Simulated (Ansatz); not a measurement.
**W: a tetragonal deformation path**

This session takes W and sets out to look for other minima along a tetragonal path.

Method: DFT PBE, scalar-relativistic, plane waves, PAW, in Ansatz 0.2.0.

## 1. The starting structure

The structure is cubic, space group Fm-3m (No. 225). The conventional cell has a = 4.060 Å, b = 4.060 Å, c = 4.060 Å, α = 90.00°, β = 90.00°, γ = 90.00°. W (site symmetry m-3m) is surrounded by 12 W at 2.87 Å.

As a file:

```
CELL_PARAMETERS angstrom
0.00000 2.03000 2.03000
2.03000 0.00000 2.03000
2.03000 2.03000 0.00000
ATOMIC_POSITIONS crystal
W 0.00000 0.00000 0.00000
```

The cell is taken as given, not relaxed at this level.

## 2. Zero of the scan

input.yaml reads:

```yaml
crystal:
  lattice:
    - [0.0, 2.03, 2.03]
    - [2.03, 0.0, 2.03]
    - [2.03, 2.03, 0.0]
  atoms:
    - { symbol: W, position: [0.0, 0.0, 0.0] }
basis:
  ecutwfc: 420
kpoints:
  mp_grid: { grid: [22, 22, 22] }
hamiltonian:
  xc: pbe
scf:
  occupations: { method: methfessel_paxton, width: 0.2 }
output:
  forces: true
  stress: true
  eigenvalues: true
```

Launch:

```
> ansatz run input.yaml --threads 1 --pin off --max-ram 2560MiB --backend cpu --events-out ev --progress --plain --runs-dir out
```

Further runs follow: ρ = 0.707; ρ = 1.414; ρ = 0.850; ρ = 1.200; point ρ = 0.780; point ρ = 1.300; point ρ = 0.920; ρ = 1.100; At ρ = 0.650; At ρ = 1.500; At ρ = 0.960; point ρ = 1.050.

**Question.** What will these runs give? Wanted: highest point.

**Answer**, as computed:

```
     quantity                        value
highest point  425.6 meV/atom at ρ = 1.500
```

In words: The settings of these runs were drawn from a wide range and may not be converged. The undisturbed cell is not the lowest point: the energy is 466.7 meV/atom lower at ρ = 0.707; the cell was taken as given and not relaxed at this level. Further dips among the sampled points: ρ = 1.200 (-103.2 meV/atom); whether they survive relaxation was not tested. At ρ = 0.707 the cell takes another symmetry, Im-3m, -466.7 meV/atom from the start at this fixed volume. Spin-orbit coupling is left out for W.
